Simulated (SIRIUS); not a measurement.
# NaH (Fm-3m) in SIRIUS: reference runs

How does NaH come out in PBEsol? The cell is run as given, then over a range of volumes.

All numbers are computed with SIRIUS 7.12.0; they aren't measurements. Logs are shortened: lines on timing, memory, paths and dates and some standing lists are left out, and cuts for length are marked. The log counts tension as positive stress, the text compression.

## 1. Starting point

It takes space group Fm-3m (No. 225, cubic). Conventional cell: a = 4.880 Å, b = 4.880 Å, c = 4.880 Å, α = 90.00°, β = 90.00°, γ = 90.00°. Na (site symmetry m-3m) has 6 H at 2.44 Å as nearest neighbours. H (site symmetry m-3m) is surrounded by 6 Na at 2.44 Å.

## 2. Single point, PBEsol

sirius.json

```json
{
  "control": {
    "processing_unit": "cpu",
    "verbosity": 2,
    "num_bands_to_print": 11,
    "print_forces": true,
    "print_stress": true
  },
  "parameters": {
    "electronic_structure_method": "pseudopotential",
    "xc_functionals": ["XC_GGA_X_PBE_SOL", "XC_GGA_C_PBE_SOL"],
    "gk_cutoff": 9.4,
    "pw_cutoff": 18.8,
    "ngridk": [9, 9, 9],
    "shiftk": [0, 0, 0],
    "smearing": "fermi_dirac",
    "smearing_width": 0.0018374661,
    "num_bands": 11,
    "num_mag_dims": 0,
    "num_dft_iter": 100,
    "energy_tol": 1e-08,
    "density_tol": 1e-06
  },
  "iterative_solver": {
    "type": "davidson",
    "min_tolerance": 1e-10
  },
  "mixer": {
    "type": "anderson",
    "beta": 0.7,
    "max_history": 8
  },
  "settings": {
    "tol_ne": 1e-10,
    "pseudo_grid_cutoff": 6.5
  },
  "unit_cell": {
    "lattice_vectors": [
      [0.0, 0.707106781187, 0.707106781187],
      [0.707106781187, 0.0, 0.707106781187],
      [0.707106781187, 0.707106781187, 0.0]
    ],
    "lattice_vectors_scale": 6.5208422077,
    "atom_coordinate_units": "lattice",
    "atom_types": ["Na", "H"],
    "atom_files": {
      "Na": "Na.json",
      "H": "H.json"
    },
    "atoms": {
      "Na": [
        [0.0, 0.0, 0.0]
      ],
      "H": [
        [0.5, 0.5, 0.5]
      ]
    }
  }
}
```

Potentials or basis: PseudoDojo 0.4.1 PBEsol standard (scalar relativistic).

The run is started by

```console
> upf_to_json Na.upf
> upf_to_json H.upf
> OMP_NUM_THREADS=1 sirius.scf --input=sirius.json --output=out.json --task=0
```

The program printed:

```text
[info] SIRIUS version : 7.12.0
[info] number of MPI ranks           : 1
[info] MPI grid                      : 1 1
[info] maximum number of OMP threads : 1
[fft] FFT context for density and potential
[fft] =====================================
[fft]   comm size                             : 1
[fft]   plane wave cutoff                     : 18.8
[fft]   grid size                             : 45 45 45   total : 91125
[fft]   grid limits                           : -22 22   -22 22   -22 22
[fft]   number of G-vectors within the cutoff : 11062
[fft]   local number of G-vectors             : 11062
[fft]   number of G-shells                    : 616
[fft] FFT context for coarse grid
[fft] =====================================
[fft]   comm size                             : 1
[fft]   plane wave cutoff                     : 18.8
[fft]   grid size                             : 45 45 45   total : 91125
[fft]   grid limits                           : -22 22   -22 22   -22 22
[fft]   number of G-vectors within the cutoff : 11062
[fft]   local number of G-vectors             : 11062
[fft]   number of G-shells                    : 616
[unit cell] lattice vectors
[unit cell]   a1 :       0.0000000000      4.6109317441      4.6109317441
[unit cell]   a2 :       4.6109317441      0.0000000000      4.6109317441
[unit cell]   a3 :       4.6109317441      4.6109317441      0.0000000000
[unit cell] reciprocal lattice vectors
[unit cell]   b1 :      -0.6813357534      0.6813357534      0.6813357534
[unit cell]   b2 :       0.6813357534     -0.6813357534      0.6813357534
[unit cell]   b3 :       0.6813357534      0.6813357534     -0.6813357534
[unit cell] unit cell volume :       196.06319513 [a.u.^3]
[unit cell] 1/sqrt(omega)    :         0.07141706
[unit cell] MT volume        :         0.00000000 ( 0.00%)
[unit cell] IT volume        :       196.06319513 (100.00%)
[unit cell] number of atom types : 2
[unit cell] type id : 0 symbol : Na mt_radius :  20.150000 num_atoms : 1
[unit cell] type id : 1 symbol :  H mt_radius :  11.790000 num_atoms : 1
[unit cell] total number of atoms : 2
[unit cell] number of symmetry classes : 2
[unit cell] number of PAW atoms : 0
[unit cell] atom id  type id  class id             position                      vector_field
[unit cell] ------------------------------------------------------------------------------------------
[unit cell]      0        0        0      0.00000   0.00000   0.00000      0.00000   0.00000   0.00000
[unit cell]      1        1        1      0.50000   0.50000   0.50000      0.00000   0.00000   0.00000
[unit cell] atom id         position (Cartesian, a.u.)
[unit cell] ---------------------------------------------
[unit cell]      0       0.000000    0.000000    0.000000
[unit cell]      1       4.610932    4.610932    4.610932
[unit cell] class id : 0 atom id : 0
[unit cell] class id : 1 atom id : 1
[unit cell] minimum bond length:     4.610932
[unit cell] total number of pseudo wave-functions: 6
[sym] space group number   : 225
[sym] international symbol : Fm-3m
[sym] Hall symbol          : -F 4 2 3
[sym] space group transformation matrix :
[sym]   0.0000  0.5000  0.5000
[sym]   0.5000  0.0000  0.5000
[sym]   0.5000  0.5000  0.0000
[sym] space group origin shift :
[sym]   0.0000  0.0000  0.0000
[sym] number of space group operations  : 48
[... 194 lines left out ...]
[find] Free energy (E-TS)             :     -46.22123995 (Ha),     -92.44247991 (Ry)
[find] band gap (eV)                  :       3.67895115
[find] Efermi                         :       0.10943674
[find] iteration : 1, RMS (target) : 2.5791e-02 (1.0000e-06) , energy difference (target) : -7.4169e-03 (1.0000e-08)
[find] | SCF iteration   2 out of 100|
[diagonalize] iterative solver tolerance (occupied, empty): 0.0025 0.0025
[diagonalize] average number of iterations: 1.34286
[... levels, occupations and energy terms ...]
[find] Total energy                   :     -46.22135809 (Ha),     -92.44271618 (Ry)
[find] Free energy (E-TS)             :     -46.22135809 (Ha),     -92.44271618 (Ry)
[find] band gap (eV)                  :       3.80265460
[find] Efermi                         :       0.11013779
[find] iteration : 2, RMS (target) : 6.0697e-03 (1.0000e-06) , energy difference (target) : -1.1814e-04 (1.0000e-08)
[find] | SCF iteration   3 out of 100|
[diagonalize] iterative solver tolerance (occupied, empty): 0.000606973 0.000606973
[diagonalize] average number of iterations: 1.17143
[find] Total energy                   :     -46.22136239 (Ha),     -92.44272477 (Ry)
[find] Free energy (E-TS)             :     -46.22136239 (Ha),     -92.44272477 (Ry)
[find] band gap (eV)                  :       3.81900521
[find] Efermi                         :       0.10999044
[find] iteration : 3, RMS (target) : 1.4384e-03 (1.0000e-06) , energy difference (target) : -4.2952e-06 (1.0000e-08)
[find] | SCF iteration   4 out of 100|
[diagonalize] iterative solver tolerance (occupied, empty): 0.00014384 0.00014384
[diagonalize] average number of iterations: 1.91429
[find] Total energy                   :     -46.22136272 (Ha),     -92.44272543 (Ry)
[... 28 lines left out ...]
[find] | SCF iteration   8 out of 100|
[diagonalize] iterative solver tolerance (occupied, empty): 4.93904e-07 4.93904e-07
[diagonalize] average number of iterations: 1.6
[find] Total energy                   :     -46.22136274 (Ha),     -92.44272547 (Ry)
[find] Free energy (E-TS)             :     -46.22136274 (Ha),     -92.44272547 (Ry)
[find] band gap (eV)                  :       3.82513137
[find] Efermi                         :       0.11008208
[find] iteration : 8, RMS (target) : 1.3799e-06 (1.0000e-06) , energy difference (target) : -3.5811e-12 (1.0000e-08)
[find] bands are converged : true
[find] iterative solver converged : false
[find] +------------------------------+
[find] | SCF iteration   9 out of 100|
[find] +------------------------------+
[diagonalize] iterative solver tolerance (occupied, empty): 1.37985e-07 1.37985e-07
[diagonalize] average number of iterations: 2.14286
[diagonalize] Lowest band energies
[diagonalize] ik:    0   -1.816347   -0.789640   -0.789640   -0.789640   -0.110671    0.396155    0.582160    0.612935    0.612935    0.612935    0.641737
[diagonalize] ik:    1   -1.816321   -0.790016   -0.789685   -0.789685   -0.102991    0.370842    0.495779    0.556400    0.556400    0.645114    0.646626
[diagonalize] ik:    2   -1.816255   -0.790964   -0.789800   -0.789800   -0.080827    0.300164    0.441107    0.529786    0.529786    0.654217    0.654217
[diagonalize] ik:    3   -1.816181   -0.792029   -0.789930   -0.789930   -0.047708    0.219543    0.417077    0.512544    0.512544    0.626305    0.626305
[diagonalize] ik:    4   -1.816132   -0.792718   -0.790015   -0.790015   -0.015618    0.161514    0.407237    0.504278    0.504278    0.608741    0.608741
[diagonalize] ...
[diagonalize] ik:   30   -1.816071   -0.791988   -0.791289   -0.790431    0.012773    0.203322    0.257354    0.383598    0.542062    0.650761    0.713344
[diagonalize] ik:   31   -1.816096   -0.791945   -0.791106   -0.790255   -0.004765    0.219668    0.268316    0.409578    0.561840    0.647335    0.658813
[diagonalize] ik:   32   -1.816061   -0.792236   -0.790893   -0.790700    0.012959    0.198439    0.309122    0.358584    0.499257    0.517270    0.795196
[diagonalize] ik:   33   -1.816055   -0.791992   -0.791299   -0.790651    0.020389    0.207737    0.257936    0.354512    0.519043    0.602807    0.773624
[diagonalize] ik:   34   -1.816058   -0.791807   -0.791406   -0.790693    0.019176    0.219875    0.248018    0.333616    0.597673    0.627064    0.674268
[find] Charges and magnetic moments
[find] --------------------------------------------------------------------------------
[find] total charge          : 10.000000
[find] Energy
[find] --------------------------------------------------------------------------------
[find] valence_eval_sum               :      -8.41562586
[find] <rho|V^{XC}>                   :      -9.26581349
[find] <rho|E^{XC}>                   :      -7.09713608
[find] <mag|B^{XC}>                   :       0.00000000
[find] <rho|V^{H}>                    :      37.05361100
[find] one-electron contribution      :     -36.20342337 (Ha),     -72.40684675 (Ry)
[find] hartree contribution           :      18.52680550
[find] xc contribution                :      -7.09713608
[find] ewald contribution             :     -21.44761102
[find] PAW contribution               :       0.00000000
[find] smearing (-TS)                 :      -0.00000000
[find] SCF correction                 :       0.00000224
[find] Total energy                   :     -46.22136274 (Ha),     -92.44272547 (Ry)
[find] Free energy (E-TS)             :     -46.22136274 (Ha),     -92.44272547 (Ry)
[find] band gap (eV)                  :       3.82512941
[find] Efermi                         :       0.11008181
[find] iteration : 9, RMS (target) : 8.3928e-07 (1.0000e-06) , energy difference (target) : 2.9132e-12 (1.0000e-08)
[find] bands are converged : true
[find] iterative solver converged : false
[find] converged after 10 SCF iterations!
[find] Charges and magnetic moments
[find] --------------------------------------------------------------------------------
[find] total charge          : 10.000000
[find] Energy
[find] --------------------------------------------------------------------------------
[find] valence_eval_sum               :      -8.41562586
[find] <rho|V^{XC}>                   :      -9.26581349
[find] <rho|E^{XC}>                   :      -7.09713608
[find] <mag|B^{XC}>                   :       0.00000000
[find] <rho|V^{H}>                    :      37.05361100
[find] one-electron contribution      :     -36.20342337 (Ha),     -72.40684675 (Ry)
[find] hartree contribution           :      18.52680550
[find] xc contribution                :      -7.09713608
[find] ewald contribution             :     -21.44761102
[find] PAW contribution               :       0.00000000
[find] smearing (-TS)                 :      -0.00000000
[find] SCF correction                 :       0.00000224
[find] Total energy                   :     -46.22136274 (Ha),     -92.44272547 (Ry)
[find] Free energy (E-TS)             :     -46.22136274 (Ha),     -92.44272547 (Ry)
[find] band gap (eV)                  :       3.82512941
[find] Efermi                         :       0.11008181
[ground_state] === stress tensor components [kbar] ===
[ground_state] === stress_kin ===
[ground_state] -28340.600654    0.000000    0.000000
[ground_state]     0.000000-28340.600654    0.000000
[ground_state]     0.000000    0.000000-28340.600654
[ground_state] === stress_har ===
[ground_state] -9267.035301    0.000000   -0.000000
[ground_state]     0.000000-9267.035301    0.000000
[ground_state]    -0.000000    0.000000-9267.035301
[ground_state] === stress_ewald ===
[ground_state] 10728.010744    0.000000    0.000000
[ground_state]     0.00000010728.010744    0.000000
[ground_state]     0.000000    0.00000010728.010744
[ground_state] === stress_vloc ===
[ground_state]  7325.622572   -0.000000   -0.000000
[ground_state]    -0.000000 7325.622572    0.000000
[ground_state]    -0.000000    0.000000 7325.622572
[ground_state] === stress_xc ===
[ground_state]  3382.666977    0.000000    0.000000
[ground_state]     0.000000 3382.666977   -0.000000
[ground_state]     0.000000   -0.000000 3382.666977
[ground_state] === stress_nonloc ===
[ground_state] 16182.903390    0.000000    0.000000
[ground_state]     0.00000016182.903390   -0.000000
[ground_state]     0.000000   -0.00000016182.903390
[ground_state] === stress_us_nl ===
[ground_state] 16182.903390    0.000000    0.000000
[ground_state]     0.00000016182.903390   -0.000000
[ground_state]     0.000000   -0.00000016182.903390
[ground_state] === stress_total ===
[ground_state]    11.567727   -0.000000    0.000000
[ground_state]    -0.000000   11.567727   -0.000000
[ground_state]     0.000000   -0.000000   11.567727
[ground_state] ==== total Forces in Ha/bohr =====
[ground_state] atom:    0, force:       0.0000000      0.0000000      0.0000000
[... 14 lines left out ...]
[ground_state] atom:    0, force:       0.0000000      0.0000000      0.0000000
[ground_state] atom:    1, force:       0.0000000      0.0000000      0.0000000
[~DFT_ground_state] local op. applied: 8849
[~DFT_ground_state] evp. work count: 3285.05
[~DFT_ground_state] number of iterative solver steps: 791
```

Run time: 13 s. Hardware: 1 thread of Intel Xeon 6975P-C (Granite Rapids), shared host; peak memory 0.2 GiB.

Results:

| Property | Result |
| --- | --- |
| Free energy | -1257.7474 eV |
| Pressure | -1.2 GPa |
| Band gap on the k mesh | 3.83 eV |

Caveat: an odd mesh through Γ misses points on the zone boundary, where band edges often lie.

## 3. Single point, PBEsol, 13.66 Å³/atom (volume scaled by 0.94)

Edit sirius.json of step 2 so:

```diff
@@ -42,3 +42,3 @@
     ],
-    "lattice_vectors_scale": 6.5208422077,
+    "lattice_vectors_scale": 6.3877264438,
     "atom_coordinate_units": "lattice",
```

Potentials or basis: PseudoDojo 0.4.1 PBEsol standard (scalar relativistic).

The run is started by

```console
> upf_to_json Na.upf
> upf_to_json H.upf
> OMP_NUM_THREADS=1 sirius.scf --input=sirius.json --output=out.json --task=0
```

It took 13 s on 1 thread of Intel Xeon 6975P-C (Granite Rapids), shared host; peak memory 0.2 GiB.

Results (log left out):

```yaml
Free_energy: -1257.7529 eV
Pressure: 0.2 GPa
Band_gap_on_the_k_mesh: 3.93 eV
```

Caveat: an odd mesh through Γ misses points on the zone boundary, where band edges often lie.

## 4. Single point, PBEsol, 13.95 Å³/atom (volume scaled by 0.96)

Edit sirius.json of step 3 so:

```diff
@@ -42,3 +42,3 @@
     ],
-    "lattice_vectors_scale": 6.3877264438,
+    "lattice_vectors_scale": 6.4327119148,
     "atom_coordinate_units": "lattice",
```

The run is started by

```console
> upf_to_json Na.upf
> upf_to_json H.upf
> OMP_NUM_THREADS=1 sirius.scf --input=sirius.json --output=out.json --task=0
```

Run time: 13 s. Hardware: 1 thread of Intel Xeon 6975P-C (Granite Rapids), shared host; peak memory 0.2 GiB.

It converged, with:

- Free energy: -1257.7527 eV
- Pressure: -0.3 GPa
- Band gap on the k mesh: 3.90 eV

Caveat: an odd mesh through Γ misses points on the zone boundary, where band edges often lie.

## 5. Single point, PBEsol, 14.24 Å³/atom (volume scaled by 0.98)

Edit sirius.json of step 4 so:

```diff
@@ -42,3 +42,3 @@
     ],
-    "lattice_vectors_scale": 6.4327119148,
+    "lattice_vectors_scale": 6.4770768472,
     "atom_coordinate_units": "lattice",
```

The run is started by

```console
> upf_to_json Na.upf
> upf_to_json H.upf
> OMP_NUM_THREADS=1 sirius.scf --input=sirius.json --output=out.json --task=0
```

It took 13 s on 1 thread of Intel Xeon 6975P-C (Granite Rapids), shared host; peak memory 0.2 GiB.

Results (log left out):

- Free energy: -1257.7508 eV
- Pressure: -0.7 GPa
- Band gap on the k mesh: 3.86 eV

Caveat: an odd mesh through Γ misses points on the zone boundary, where band edges often lie.

## 6. Single point, PBEsol, 14.82 Å³/atom (volume scaled by 1.02)

Edit sirius.json of step 5 so:

```diff
@@ -42,3 +42,3 @@
     ],
-    "lattice_vectors_scale": 6.4770768472,
+    "lattice_vectors_scale": 6.5640278516,
     "atom_coordinate_units": "lattice",
```

Potentials or basis: PseudoDojo 0.4.1 PBEsol standard (scalar relativistic).

The run is started by

```console
> upf_to_json Na.upf
> upf_to_json H.upf
> OMP_NUM_THREADS=1 sirius.scf --input=sirius.json --output=out.json --task=0
```

It took 13 s on 1 thread of Intel Xeon 6975P-C (Granite Rapids), shared host; peak memory 0.2 GiB.

The run converged. Its results:

* Free energy: -1257.7425 eV
* Pressure: -1.5 GPa
* Band gap on the k mesh: 3.79 eV

Caveat: an odd mesh through Γ misses points on the zone boundary, where band edges often lie.

## 7. Single point, PBEsol, 15.11 Å³/atom (volume scaled by 1.04)

Edit sirius.json of step 6 so:

```diff
@@ -42,3 +42,3 @@
     ],
-    "lattice_vectors_scale": 6.5640278516,
+    "lattice_vectors_scale": 6.6066526035,
     "atom_coordinate_units": "lattice",
```

The run is started by

```console
> upf_to_json Na.upf
> upf_to_json H.upf
> OMP_NUM_THREADS=1 sirius.scf --input=sirius.json --output=out.json --task=0
```

Run time: 13 s. Hardware: 1 thread of Intel Xeon 6975P-C (Granite Rapids), shared host; peak memory 0.21 GiB.

It converged, with:

* Free energy: -1257.7363 eV
* Pressure: -1.9 GPa
* Band gap on the k mesh: 3.76 eV

Caveat: an odd mesh through Γ misses points on the zone boundary, where band edges often lie.

## 8. Single point, PBEsol, 15.40 Å³/atom (volume scaled by 1.06)

Edit sirius.json of step 7 so:

```diff
@@ -42,3 +42,3 @@
     ],
-    "lattice_vectors_scale": 6.6066526035,
+    "lattice_vectors_scale": 6.6487343279,
     "atom_coordinate_units": "lattice",
```

The run is started by

```console
> upf_to_json Na.upf
> upf_to_json H.upf
> OMP_NUM_THREADS=1 sirius.scf --input=sirius.json --output=out.json --task=0
```

It took 13 s on 1 thread of Intel Xeon 6975P-C (Granite Rapids), shared host; peak memory 0.21 GiB.

The run converged. Its results:

```yaml
Free_energy: -1257.7290 eV
Pressure: -2.2 GPa
Band_gap_on_the_k_mesh: 3.73 eV
```

Caveat: an odd mesh through Γ misses points on the zone boundary, where band edges often lie.

## 9. Equation of state, PBEsol

Potentials or basis: PseudoDojo 0.4.1 PBEsol standard (scalar relativistic).

No new run: the results of the series are fitted here.

What came out:

```
Equilibrium volume                      : 13.77 Å³/atom
Bulk modulus                            : 24 GPa
Pressure derivative of the bulk modulus : 3.7
```

Energy against volume, from the lowest point:
```csv
volume (Å³/atom),energy (meV/atom)
13.655,0.00
13.946,0.08
14.236,1.03
14.527,2.75
14.817,5.19
15.108,8.26
15.398,11.92
```
